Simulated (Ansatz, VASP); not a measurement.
**One calculation of PbF2, two programs**

Contents of INCAR:

```
SYSTEM = PbF2
ALGO = Normal
EDIFF = 1E-8
ENCUT = 520
GGA = CA
ISIF = 2
ISMEAR = -1
LASPH = .True.
LCHARG = .False.
LEFG = .True.
LREAL = .False.
LWAVE = .False.
NBANDS = 21
NELM = 60
PREC = Accurate
SIGMA = 0.03
```

File KPOINTS:

```
k-points
0
Gamma
  7 7 7
  0 0 0
```

File POSCAR:

```
PbF2
1.0
    0.0000000000      2.9092238050      2.9092238050
    2.9092238050      0.0000000000      2.9092238050
    2.9092238050      2.9092238050      0.0000000000
Pb F
1 2
Direct
    0.0000000000      0.0000000000      0.0000000000
    0.2500000000      0.2500000000      0.2500000000
    0.7500000000      0.7500000000      0.7500000000
```

Input for Ansatz:

```yaml
crystal:
  lattice:
    - [0.0, 2.909223805, 2.909223805]
    - [2.909223805, 0.0, 2.909223805]
    - [2.909223805, 2.909223805, 0.0]
  atoms:
    - { symbol: Pb, position: [0.0, 0.0, 0.0] }
    - { symbol: F, position: [0.25, 0.25, 0.25] }
    - { symbol: F, position: [0.75, 0.75, 0.75] }
kpoints:
  mp_grid: { grid: [7, 7, 7] }
scf:
  occupations: { method: fermi_dirac, width: 0.03 }
hamiltonian:
  xc: lda
  pseudopotentials: { kind: paw }
output:
  forces: true
  stress: true
  eigenvalues: true
  efg: { contact_densities: true }
  write_density: true
  write_potential: true
  elf: true
  volumetric_format: npy
```

Change from the starting cell: volume scaled by 0.94, PAW files.

Alike in both runs: task electric field gradients; functional LDA; k mesh 7 × 7 × 7; occupations fermi-dirac, width 0.03 eV; no spin polarisation.

```csv
,VASP,Ansatz
version,VASP 6.6.1,Ansatz 0.2.0
potentials or method,"VASP PAW LDA potentials, release 64 (Pb_d, F)","PAW with Ansatz's default frozen-core files, scalar-relativistic"
plane-wave cutoff (eV),520,420
valence electrons in the cell,28,28
```

|  | VASP | Ansatz | Ansatz less VASP |
| --- | --- | --- | --- |
| gap on the k mesh at the Fermi level (eV) | 4.23 | 4.28 | +0.044 |
| pressure (GPa) | -0.3 | -0.3 | -0.04 |
| Vzz of the field gradient on the site that differs most (V/Å²) | 0.0 | 0.0 | 0.00 |

Ansatz warned: «gradients_without_spin_orbit».

Caveats: spin-orbit coupling is left out, which as a rule narrows the gap of such compounds by several tenths of an eV; an odd mesh through Γ misses points on the zone boundary, where band edges often lie.
